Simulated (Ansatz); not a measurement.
# Relaxation of BiTe

Theory: DFT r2SCAN, scalar-relativistic, plane waves, PAW (Ansatz). Settings: 500 eV cutoff, 12×12×12 k-mesh, Gaussian smearing of 0.10 eV, no spin polarisation.

What was changed: relaxed at 4 GPa.

A cell with an odd number of electrons and no spin polarisation is a metal by construction and may be lower with spin. Spin–orbit coupling is left out, which can shift energies with elements as heavy as these.

Input:

```yaml
crystal:
  lattice:
    - [0.0, 3.1600384711, 3.1600384711]
    - [3.1600384711, 0.0, 3.1600384711]
    - [3.1600384711, 3.1600384711, 0.0]
  atoms:
    - { symbol: Bi, position: [0.0, 0.0, 0.0] }
    - { symbol: Te, position: [0.5, 0.5, 0.5] }
basis:
  ecutwfc: 500
kpoints:
  mp_grid: { grid: [12, 12, 12] }
hamiltonian:
  xc: r2scan
scf:
  occupations: { method: gaussian, width: 0.1 }
output:
  forces: true
  stress: true
  eigenvalues: true
relax:
  adjacent_minimum: "off"
  f_tol: 0.008
  max_steps: 50
  cell: { stress_tol: 0.08, p_target: 4.0 }
```

F is the free energy. Steps run on the plane waves of an earlier cell, but the last one, and at times one on the way, on a freshly chosen basis, so a repeated geometry can differ a little in energy. The relaxation lowers the enthalpy F + PV at the target pressure, so F itself can rise.

Steps:

```
step F − F(1) (eV) largest force component (eV/Å) V (Å³/atom) P (GPa)
   1         0.0000                           0.000       31.556     4.16
   2        -0.0072                           0.000       31.700     3.84
   3        -0.0036                           0.000       31.627     4.00
   4        -0.0036                           0.000       31.627     4.00
```

Relaxed structure:

```yaml
crystal:
  lattice:
    - [0.00000, 3.16242, 3.16242]
    - [3.16242, 0.00000, 3.16242]
    - [3.16242, 3.16242, 0.00000]
  atoms:
    - { symbol: Bi, position: [0.00000, 0.00000, 0.00000] }
    - { symbol: Te, position: [0.50000, 0.50000, 0.50000] }
```

Symmetry: Fm-3m, No. 225, cubic system. The conventional cell has a = 6.325 Å, b = 6.325 Å, c = 6.325 Å, α = 90.00°, β = 90.00°, γ = 90.00°. Bi (site symmetry m-3m) is surrounded by 6 Te at 3.16 Å. Around Te (site symmetry m-3m) lie 6 Bi at 3.16 Å.

The run converged. The run took of the order of 60 core-seconds.